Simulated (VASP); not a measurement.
Set up this calculation in VASP 6.6.1, as the native input.

```yaml
Task: relaxation of cell and atoms
Functional: BLYP
Dispersion: D3(BJ)
Potentials_or_basis: VASP PAW PBE potentials, release 64 (Pt, S)
Cutoff: 600 eV
k_mesh: 9 × 9 × 5
Occupations: fermi-dirac, width 0.05 eV
Spin: no spin polarisation
Further_INCAR_settings: ALGO = Fast; EDIFF = 1e-07; IBRION = 2; EDIFFG = -0.02; NSW = 60; ISIF = 3
```

The structure of PtS2 lies in POSCAR:

```
PtS2
1.0
    3.5432000000      0.0000000000      0.0000000000
   -1.7716000000      3.0685012107      0.0000000000
    0.0000000000      0.0000000000      5.0388000000
Pt S
1 2
Direct
    0.0000000000      0.0000000000      0.0000000000
    0.6666666667      0.3333333333      0.7730000000
    0.3333333333      0.6666666667      0.2270000000
```

One way to write it, as run:

INCAR

```
SYSTEM = PtS2
PREC = Accurate
ENCUT = 600
EDIFF = 1E-7
ISMEAR = -1
SIGMA = 0.05
LREAL = .FALSE.
LASPH = .TRUE.
NELM = 80
ALGO = Fast
ISIF = 3
LWAVE = .FALSE.
LCHARG = .FALSE.
GGA = B5
ALDAX = 1.0
AGGAX = 1.0
AGGAC = 1.0
ALDAC = 0.0
IVDW = 12
VDW_S6 = 1.0
VDW_S8 = 2.6996
VDW_A1 = 0.4298
VDW_A2 = 4.2359
IBRION = 2
NSW = 60
EDIFFG = -0.02
```

KPOINTS

```
regular mesh
0
G
  9 9 5
  0 0 0
```

Potentials or basis: VASP PAW PBE potentials, release 64 (Pt, S).

The run is started by

```bash
$ cat potpaw_PBE.64/Pt/POTCAR potpaw_PBE.64/S/POTCAR > POTCAR
$ mpirun -np 1 vasp_std > vasp.out
```

It gave:

```
Relaxed volume                         : 17.41 Å³/atom
Relaxed cell                           : a = 3.612 Å, b = 3.612 Å, c = 4.624 Å, α = 90.00°, β = 90.00°, γ = 120.00°
Space group after relaxing (to 0.05 Å) : P-3m1 (No. 164)
Energy gained by relaxing              : 102.8 meV/atom
Ionic steps                            : 18
Pressure after relaxing                : 0.0 GPa
Largest force after relaxing           : 0.011 eV/Å
Band gap on the k mesh                 : none (metal or under the smearing width)
Dispersion energy per atom             : -0.988 eV
```

Caveat: the PAW data sets were made with another functional, which shifts forces and pressure a little; pairwise dispersion overbinds metals, which lowers pressure and volume.

It took 6.1 min on 1 thread of Intel(R) Xeon(R) 6975P-C (Granite Rapids), with other jobs on the host, peak memory 0.24 GiB.
